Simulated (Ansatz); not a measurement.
## KCl (Pm-3m), tetragonal deformation path

Theory: DFT PBE, scalar-relativistic, plane waves, PAW in Ansatz. The runs took a 420 eV cutoff, a Γ-centred 8×8×8 mesh and Gaussian smearing (0.05 eV). No spin polarisation. Energies are free energies at this smearing, counted from the undisturbed cell; pressure is positive in compression.

Reference structure (as given, not relaxed at this level; it stands at -0.1 GPa; this CsCl-type form isn't the usual structure):

```
CELL_PARAMETERS angstrom
3.83920 0.00000 0.00000
0.00000 3.83920 0.00000
0.00000 0.00000 3.83920
ATOMIC_POSITIONS crystal
K 0.00000 0.00000 0.00000
Cl 0.50000 0.50000 0.50000
```

At fixed volume and fractional coordinates, lengths along (0.000, 0.000, 1.000) are scaled against those across it; ρ is that ratio over its starting value.

ρ, ΔE (meV/atom) and a bar:
```
    0.650      591.0 ##############################
    0.707      353.9 ##################
    0.780      169.3 #########
    0.850       69.3 ####
    0.920       17.8 #
    0.960        4.2
    1.000        0.0
    1.050        6.0
    1.100       23.0 #
    1.200       85.5 ####
    1.300      181.1 #########
    1.414      325.7 #################
    1.500      457.5 #######################
```